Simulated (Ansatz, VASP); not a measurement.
One calculation of Mn3Sn, two programs

```
Sn Mn
1.0
     0.00000    2.99802    2.99802
     2.99802    0.00000    2.99802
     2.99802    2.99802    0.00000
Sn Mn
1 3
Direct
  0.00000 0.00000 0.00000
  0.50000 0.50000 0.50000
  0.25000 0.25000 0.25000
  0.75000 0.75000 0.75000
```

Change from the starting cell: volume scaled by 0.94.

Alike in both runs: task single point; functional PBE; k mesh 8 × 8 × 8; occupations fermi-dirac, width 0.05 eV; collinear spin, ferromagnetic start.

|  | VASP | Ansatz |
| --- | --- | --- |
| version | VASP 6.6.1 | Ansatz 0.2.0 |
| potentials or method | VASP PAW PBE potentials, release 64 (Sn_d, Mn_pv) | Ansatz PAW |
| plane-wave cutoff (eV) | 520 | 420 |
| valence electrons in the cell | 53 | 59 |

```tsv
	VASP	Ansatz	Ansatz less VASP
gap on the k mesh at the Fermi level (eV)	none	none	-
pressure (GPa)	9.8	3.3	-6.50
net moment per atom (μB)	1.67	0.25	-1.417
size of the moment on the site where the two differ most (μB)	2.52	1.04	-1.478
```

The net moments differ so much that the two runs ended in different magnetic states, which moves the other rows too. Site moments also hang on the region over which each program counts them. A gap of «none» marks a metal or a gap that the smearing closes. The two sets of potentials don't hold the same shells in valence.

Caveats: the starting moments weren't kept (Ansatz).
